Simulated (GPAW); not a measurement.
# CoO (Fm-3m) in GPAW: a series of runs, part 2 of 2

GPAW 26.7.0.

## Step 3: Equation of state, revPBE+D4, collinear spin, ferromagnetic start

Contents of run.py:

```python
from ase.calculators.mixing import SumCalculator
from ase.eos import EquationOfState
from ase.io import Trajectory, read
from ase.units import GPa
from dftd4.ase import DFTD4
from gpaw import GPAW, PW

atoms = read('CoO.xyz')
atoms.set_initial_magnetic_moments([2.0, 0.0])

traj = Trajectory('eos.traj', 'w')
volumes, energies = [], []
for x in [0.94, 0.96, 0.98, 1.0, 1.02, 1.04, 1.06]:
    a = atoms.copy()
    a.set_cell(atoms.cell * x**(1 / 3), scale_atoms=True)
    calc = GPAW(mode=PW(800),
                xc='revPBE',
                kpts={'size': (9, 9, 9), 'gamma': True},
                occupations={'name': 'fermi-dirac', 'width': 0.05},
                nbands=17,
                convergence={'density': 1e-05, 'energy': 1e-05},
                maxiter=150,
                txt=f'eos-{x:.2f}.txt')
    a.calc = SumCalculator([calc, DFTD4(method='revpbe')])
    energies.append(a.get_potential_energy())
    volumes.append(a.get_volume())
    p = -a.get_stress()[:3].mean() / GPa
    calc.write(f'eos-{x:.2f}.gpw')
    traj.write(a)
    print(f'{x:.2f} {volumes[-1]:10.4f} A^3 {energies[-1]:14.6f} eV {p:9.3f} GPa', flush=True)

v0, e0, B = EquationOfState(volumes, energies, eos='birchmurnaghan').fit()
print(f'V0 = {v0:.4f} A^3, E0 = {e0:.6f} eV, B0 = {B / GPa:.2f} GPa')
```

Contents of CoO.xyz:

```xyz
2
Lattice="0.0000000000 2.1315000000 2.1315000000 2.1315000000 0.0000000000 2.1315000000 2.1315000000 2.1315000000 0.0000000000" Properties=species:S:1:pos:R:3 pbc="T T T"
Co     0.0000000000      0.0000000000      0.0000000000
O      2.1315000000      2.1315000000      2.1315000000
```

Potentials or basis: the program's PAW data sets (release 1.2.1) made for this functional, pw.

On the command line:

```bash
$ OMP_NUM_THREADS=1 python run.py
```

What it wrote:

```text
__  _  _
 | _ |_)|_||  |
 |__||  | ||/\| - 26.7.0

Input parameters:
  mode=PW(ecut=800.0),
  convergence={'density': 1e-05, 'energy': 1e-05},
  kpts=MonkhorstPack(size=(9, 9, 9), gamma=True),
  maxiter=150,
  nbands=17,
  occupations=Occupations(name='fermi-dirac', width=0.05),
  xc=XC(name='revPBE')

Diagonalizing LCAO Hamiltonian
Converting LCAO to pw mode

              O

       Co

Atoms  # Å, Bohr magnetons
|   | symbol |        x |        y |        z |    initial magnetic moments |
|---|--------|----------|----------|----------|-----------------------------|
| 0 |     Co | 0.000000 | 0.000000 | 0.000000 | ( 0.0000,  0.0000,  2.0000) |
| 1 |      O | 2.102692 | 2.102692 | 2.102692 | ( 0.0000,  0.0000,  0.0000) |

Unit cell  # Å
| periodic |        x |        y |        z |  lengths |    angles |
|----------|----------|----------|----------|----------|-----------|
|      yes | 0.000000 | 2.102692 | 2.102692 | 2.973656 | 60.000000 |
|      yes | 2.102692 | 0.000000 | 2.102692 | 2.973656 | 60.000000 |
|      yes | 2.102692 | 2.102692 | 0.000000 | 2.973656 | 60.000000 |

Number of symmetries: 48
Symmetry operations  # r_c * U_cc + t_c -> r_c
|    | kind |            matrix            |
|----|------|------------------------------|
|  0 |  σ   |  1, 0, 0,  1, 0,-1,  1,-1, 0 |
|  1 |  C2  |  1, 0, 0,  1,-1, 0,  1, 0,-1 |
|  2 |  E   |  1, 0, 0,  0, 1, 0,  0, 0, 1 |
|  3 |  σ   |  1, 0, 0,  0, 0, 1,  0, 1, 0 |
|  4 |  C4  |  1, 0,-1,  1, 0, 0,  1,-1, 0 |
|  5 |  S6  |  1, 0,-1,  1,-1, 0,  1, 0, 0 |
|  6 |  σ   |  1, 0,-1,  0, 1,-1,  0, 0,-1 |
|  7 |  C3  |  1, 0,-1,  0, 0,-1,  0, 1,-1 |
|  8 |  S6  |  1,-1, 0,  1, 0, 0,  1, 0,-1 |
|  9 |  C4  |  1,-1, 0,  1, 0,-1,  1, 0, 0 |
| 10 |  C3  |  1,-1, 0,  0,-1, 1,  0,-1, 0 |
| 11 |  σ   |  1,-1, 0,  0,-1, 0,  0,-1, 1 |
| 12 |  σ   |  0, 1, 0,  1, 0, 0,  0, 0, 1 |
| 13 |  C4  |  0, 1, 0,  0, 1,-1, -1, 1, 0 |
| 14 |  C3  |  0, 1, 0,  0, 0, 1,  1, 0, 0 |
| 15 |  S6  |  0, 1, 0, -1, 1, 0,  0, 1,-1 |
| 16 |  C2  |  0, 1,-1,  1, 0,-1,  0, 0,-1 |
| 17 |  σ   |  0, 1,-1,  0, 1, 0, -1, 1, 0 |
| 18 |  S4  |  0, 1,-1,  0, 0,-1,  1, 0,-1 |
| 19 |  C4  |  0, 1,-1, -1, 1, 0,  0, 1, 0 |
| 20 |  C3  |  0, 0, 1,  1, 0, 0,  0, 1, 0 |
| 21 |  σ   |  0, 0, 1,  0, 1, 0,  1, 0, 0 |
| 22 |  S6  |  0, 0, 1,  0,-1, 1, -1, 0, 1 |
| 23 |  C4  |  0, 0, 1, -1, 0, 1,  0,-1, 1 |
| 24 |  S4  |  0, 0,-1,  1, 0,-1,  0, 1,-1 |
| 25 |  C3  |  0, 0,-1,  0, 1,-1,  1, 0,-1 |
| 26 |  C2  |  0, 0,-1,  0,-1, 0, -1, 0, 0 |
| 27 |  S6  |  0, 0,-1, -1, 0, 0,  0,-1, 0 |
| 28 |  S4  |  0,-1, 1,  1,-1, 0,  0,-1, 0 |
[... 126 lines left out ...]
  Maximum mixing coefficient: 0.75
  Old densities: 10
  SVD Regularization: 0.005
  Good broyden scale: 1.0
  Trust region scale: 1.0
  Backstep threshold: 4.0
  History deletion threshold: 6.0
  Fourier metric: weight=20.0, sigma=0.015

occupation numbers:
  Fermi-Dirac:
    width: 0.0500  # eV

poisson solver:
  ecut: 6400.0  # eV

xc functional:
  name: revPBE with 2 nearest neighbor stencil

convergence criteria:
- Maximum integral of absolute [dens]ity change: 1e-05 electrons / valence electron
- Maximum [total energy] change in last 3 cyles: 1e-05 eV / valence electron
- Maximum integral of absolute [eigenst]ate change: 4e-08 eV^2 / valence electron
maximum number of iterations: 150

SCF iterations
|iter     | |      energy | eigst |  dens |  magmom |
|---------|-|-------------|-------|-------|---------|
|iter:   1| |  -13.973968 | -0.03 |       |  +2.0016|
|iter:   2| |  -13.821372 | -2.14 | -0.84 |  +2.0362|
|iter:   3| |  -13.582539 | -1.92 | -0.89 |  +2.2474|
|iter:   4| |  -13.662454 | -2.55 | -1.30 |  +2.4038|
|iter:   5| |  -13.720778 | -2.50 | -1.54 |  +2.7075|
|iter:   6| |  -13.723179 | -3.50 | -1.94 |  +2.7644|
|iter:   7| |  -13.721871 | -3.97 | -2.25 |  +2.7615|
|iter:   8| |  -13.722044 | -4.72 | -2.42 |  +2.7985|
|iter:   9| |  -13.722194 | -5.53 | -2.92 |  +2.8090|
|iter:  10| |  -13.722214 | -6.02 | -3.43 |  +2.8126|
|iter:  11| |  -13.722215c| -7.54c| -4.07 |  +2.8129|
|iter:  12| |  -13.722214c| -7.81c| -4.58 |  +2.8131|
|iter:  13| |  -13.722214c| -8.76c| -5.23c|  +2.8131|

Converged in 13 steps
Energy contributions relative to reference atoms: (reference = -39949.051036)

Energy contributions:
  Kinetic:          31.601814
  Coulomb:         -27.461355
  Zero:              0.102356
  External:          0.000000
  Xc:              -17.948261
  Entropy:          -0.033537
  Spinorbit:         0.000000
  ----------------------------
  Free energy:     -13.738983
  Extrapolated:    -13.722214

dipole moment: (-11.166737, -11.166737, -11.166737)  # |e|*Ang

Total magnetic moment: (0.000000, 0.000000, 2.813060)

Local magnetic moments
|        x |        y |        z |
|----------|----------|----------|
| 0.000000 | 0.000000 | 2.453283 |  # Co   0
| 0.000000 | 0.000000 | 0.211316 |  # O    1

Fermi level: 9.482
Eigenvalues  # (at kpt = [0.000, 0.000, 0.000])
| band index |      eig [eV] | occ [0-1] |      eig [eV] | occ [0-1] |
|------------|---------------|-----------|---------------|-----------|
|          0 |       -11.237 |     1.000 |       -10.792 |     1.000 |
|          1 |         6.077 |     1.000 |         6.583 |     1.000 |
|          2 |         6.077 |     1.000 |         6.583 |     1.000 |
|          3 |         6.077 |     1.000 |         6.583 |     1.000 |
|          4 |         6.184 |     1.000 |         8.278 |     1.000 |
|          5 |         6.184 |     1.000 |         8.278 |     1.000 |
[... 9 lines left out ...]
|         15 |        31.530 |     0.000 |        32.540 |     0.000 |
|         16 |        31.530 |     0.000 |        32.540 |     0.000 |

No gap
No difference between direct/indirect transitions

Stress tensor  # eV/Ang^3
|         x |         y |         z |
|-----------|-----------|-----------|
| -0.064643 | -0.000000 | -0.000000 |
| -0.000000 | -0.064643 |  0.000000 |
| -0.000000 |  0.000000 | -0.064643 |

# Writing to eos-0.96.gpw (mode='')
```

Wall time 3.6 min (1 thread of Arm Neoverse V1, shared host); peak memory 0.29 GiB.

Results:

- Equilibrium volume: 9.51 Å³/atom (rough: see the caveat)
- Bulk modulus: 167 GPa (rough)

Energy against volume, from the lowest point:
```csv
volume (Å³/atom),energy (meV/atom)
9.103,9.50
9.297,2.47
9.490,0.00
9.684,1.54
9.878,7.03
10.071,16.17
10.265,28.78
```

Caveat: the fit is doubtful: noisy points or a state that changes with volume.
